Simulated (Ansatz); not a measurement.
## Structure types of Cu compared at 120 GPa

Structure types of Cu are relaxed in primitive cells with their symmetry kept at 120 GPa, first on PAW files, then by LAPW. The enthalpy is E + pV at zero temperature, without zero-point motion. Only the types listed were tried, and differences under about 5 meV/atom are mesh noise.

Level of theory: DFT with PBE, scalar-relativistic, in Ansatz 0.2.0; Fermi–Dirac smearing of 0.05 eV, no spin polarisation. LAPW: all electrons, basis error target 0.5 meV/atom; PAW: frozen-core files, cutoff 420 eV.

k meshes: fcc 20×20×20, bcc 21×21×21, hcp 19×19×10, omega 10×10×14, simple hexagonal 20×20×18, beta tin 20×20×20.

**Question.** Which type is lowest in enthalpy, and by how much?

**Answer.** fcc, 8 meV/atom below hcp. The whole table:

| start type | ends as | a, b, c (Å) | V (Å³/atom) | H − H(lowest), LAPW (meV/atom) | same, PAW |
| --- | --- | --- | --- | --- | --- |
| fcc | fcc, Fm-3m | 3.227, 3.227, 3.227 | 8.40 | 0.0 | 0.0 |
| bcc | bcc, Im-3m | 2.563, 2.563, 2.563 | 8.41 | 54.0 | 53.1 |
| hcp | hcp, P6_3/mmc | 2.277, 2.277, 3.740 | 8.40 | 8.0 | 7.9 |
| omega | omega, P6/mmm | 3.660, 3.660, 2.193 | 8.48 | 171.0 | 170.3 |
| simple hexagonal | simple hexagonal, P6/mmm | 2.198, 2.198, 2.110 | 8.83 | 715.4 | 712.6 |
| beta tin | beta tin, I4_1/amd | 4.059, 4.059, 2.158 | 8.89 | 845.9 | 842.4 |
